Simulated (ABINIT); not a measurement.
The system is BN.

```
N B
1.0
     2.49824    0.00000    0.00000
    -1.24912    2.16354    0.00000
     0.00000    0.00000    6.63570
N B
2 2
Cartesian
  1.2491 0.7212 1.6589
  0.0000 1.4424 4.9768
  1.2491 0.7212 4.9768
  0.0000 1.4424 1.6589
```

Base run:

| Item | Value |
| --- | --- |
| Program | ABINIT 10.8.3 (patched build) |
| Functional | PBE |
| Potentials or basis | PseudoDojo NC SR PBE v0.5 standard |
| Cutoff | 1143 eV |
| k mesh | 12 × 12 × 4 |
| Occupations | fermi-dirac, width 0.05 eV |
| Spin | no spin polarisation |

Its results: band gap on the k mesh 4.32 eV, indirect (least direct gap 4.69 eV); pressure 4.8 GPa.

The run is repeated on the same cell with these changes: potentials or basis from PseudoDojo NC SR PBE v0.5 standard to SG15 NC PBE v1.2. What comes out?

Band gap on the k mesh 4.33 eV, indirect (least direct gap 4.69 eV); pressure 3.6 GPa.

Caveats: this functional lacks dispersion, which binds the layers, so the pressure and a relaxed spacing across them are unreliable.

A k mesh can miss the band edges.
